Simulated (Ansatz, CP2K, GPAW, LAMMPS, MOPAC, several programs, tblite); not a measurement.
**Ge: cheap methods against density-functional theory**

Aim: run Ge through methods of unlike cost and see what each gets, and at what price.

Method: no spin polarisation, static lattice; gaps from single points on the cell relaxed beforehand with r²SCAN, in LAMMPS, MOPAC, tblite, CP2K, GPAW, Ansatz (versions at each run).

2 further runs of the same task are left out: 2 set aside as unsound or not needed.

## (1) The structure to begin with

Symmetry: P6_3/mmc, No. 194, hexagonal system. The conventional cell has a = 3.998 Å, b = 3.998 Å, c = 6.593 Å, α = 90.00°, β = 90.00°, γ = 120.00°. Ge (site symmetry 3m) is surrounded by 4 Ge at 2.45 to 2.47 Å.

As a file:

```cif
data_structure
_symmetry_space_group_name_H-M 'P6_3/mmc'
_symmetry_Int_Tables_number 194
_cell_length_a 3.9976
_cell_length_b 3.9976
_cell_length_c 6.5928
_cell_angle_alpha 90.000
_cell_angle_beta 90.000
_cell_angle_gamma 120.000
_cell_volume 91.24
loop_
_atom_site_label
_atom_site_type_symbol
_atom_site_symmetry_multiplicity
_atom_site_Wyckoff_symbol
_atom_site_fract_x
_atom_site_fract_y
_atom_site_fract_z
_atom_site_occupancy
Ge1 Ge 4 f 0.33333 0.66667 0.56287 1
```

The structure type (lonsdaleite (2H)) is imposed and need not be the compound's stable one.

**Question.** The methods are Ge.tersoff, SiCGe.tersoff, PM6, PM7, GFN1-xTB (tblite), GFN2-xTB (tblite), PBE/DZVP, PBE/single-zeta, PBE/SZV, coarse PBE, PBE, r2SCAN. What gap does r2SCAN give on this cell, and which other methods (full PBE left aside) come nearest to r2SCAN and farthest in gap, volume and bulk modulus?

| quantity | value |
| --- | --- |
| r2SCAN | gap 0.08 eV, 22.81 Å³/atom, B₀ 69 GPa |
| gap: nearest and farthest of the other methods | GFN1-xTB (tblite), GFN2-xTB (tblite), PBE/DZVP, PBE/single-zeta, coarse PBE (about 0.08 eV off); PM6 (+4.71 eV) |
| volume: nearest and farthest of the other methods | SiCGe.tersoff (-0.8 %), GFN2-xTB (tblite) (+7.1 %) |
| bulk modulus: nearest and farthest of the other methods | SiCGe.tersoff (+9 %), PM7 (+138 %) |

**Reading.** For the gap (full PBE left aside), GFN1-xTB (tblite), GFN2-xTB (tblite), PBE/DZVP, PBE/single-zeta, coarse PBE tie for nearest to r2SCAN, all without the gap that it finds; PM6 is farthest. For the volume, of the 6 methods compared (full PBE left aside), SiCGe.tersoff comes nearest to r2SCAN and GFN2-xTB (tblite) is farthest. For the bulk modulus, of the 6 methods compared (full PBE left aside), SiCGe.tersoff comes nearest to r2SCAN and PM7 is farthest. Classical potentials are fitted to lattice constants of common crystals, so a close volume there is built in, not predicted. A minimal basis or a coarse cutoff and mesh shifts results by its own error, so closeness to r2SCAN can be chance. Cluster runs see only the k-points that fold onto the zone centre, so their gaps can miss the band edges. No volume is given for PM6, GFN1-xTB (tblite), PBE/single-zeta, coarse PBE, which can hide a larger miss. Overlaps count as a gap of zero in the misses; they are PBE/DZVP -0.13, coarse PBE -0.13, PBE -0.11 eV. CPU times run from 0.13 s (SiCGe.tersoff) to 21 s (r2SCAN). PBE/DZVP, coarse PBE, PBE disagree with r2SCAN even on whether there is a gap. r2SCAN is a yardstick, not the truth.
